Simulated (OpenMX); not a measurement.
GaSb: equation of state with PBE

GaSb:

```
Sb Ga
1.0
     0.00000    3.05900    3.05900
     3.05900    0.00000    3.05900
     3.05900    3.05900    0.00000
Sb Ga
1 1
Cartesian
  4.5885 4.5885 4.5885
  0.0000 0.0000 0.0000
```

```json
{"Program": "OpenMX 3.8.5", "Task": "equation of state", "Functional": "PBE", "Potentials or basis": "OpenMX 2013 PBE set, Sb7.0-s3p2d2f1, Ga7.0-s3p2d2f1, fixed grid of 48 × 48 × 48 points", "k mesh": "9 × 9 × 9", "Occupations": "fermi-dirac, width 0.05 eV", "Spin": "no spin polarisation", "Mixing scheme": "rmm-diisk", "SCF threshold": "1e-08 Ha", "Solver": "band", "Grid points, held for all volumes": "48 × 48 × 48"}
```

```
Equilibrium volume : 31.02 Å³/atom (rough: see the caveat)
Bulk modulus       : 40 GPa (rough)
```

Energy against volume, from the lowest point:
| volume (Å³/atom) | energy (meV/atom) |
| --- | --- |
| 26.907 | 89.14 |
| 27.480 | 62.89 |
| 28.052 | 41.90 |
| 28.625 | 25.23 |
| 29.197 | 13.33 |
| 29.770 | 5.20 |
| 30.342 | 0.00 |

Caveat: the minimum lies outside the volumes run; volumes in these bases differ from converged ones by about 1 %, for some elements by several; the basis of atomic orbitals isn't converged, which shifts pressures, moduli and gaps. The run has no spin-orbit coupling, so splittings on Sb are missing.
